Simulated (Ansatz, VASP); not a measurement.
Ge2H in VASP and in Ansatz

```
H Ge
1.0
     0.00000    3.06492    0.00000
     3.06492    0.00000    0.00000
     1.53246    1.53246   -4.11733
H Ge
1 2
Cartesian
  0.0000 0.0000 0.0000
  1.5325 1.5325 -1.3752
  3.0649 3.0649 -2.7421
```

The cell was built by a generator and needn't be a form met in nature.

Alike in both runs: task single point; functional r2SCAN; k mesh 6 × 6 × 6; no spin polarisation.

|  | VASP | Ansatz |
| --- | --- | --- |
| version | VASP 6.6.1 | Ansatz 0.2.0 |
| potentials or method | VASP PAW PBE potentials, release 64 (H, Ge_d) | PAW plane waves |
| plane-wave cutoff (eV) | 520 | 500 |
| occupations | fermi-dirac, width 0.1 eV | fermi-dirac |
| valence electrons in the cell | 29 | 29 |

```tsv
	VASP	Ansatz	Ansatz less VASP
gap on the k mesh at the Fermi level (eV)	none	none	-
pressure (GPa)	11.5	11.7	+0.21
largest component of the traceless stress (GPa)	5.78	5.83	+0.047
rms of the force components (eV/Å)	0.797	0.796	-0.0010
```

Atom by atom the forces differ by 0.001 eV/Å (rms over components). A gap of «none» marks a metal or a gap that the smearing closes.

Caveats: the k mesh is coarse (spacing up to 0.36 Å⁻¹), so the values aren't converged; the PAW data sets were made with another functional, which shifts forces and pressure a little (VASP).
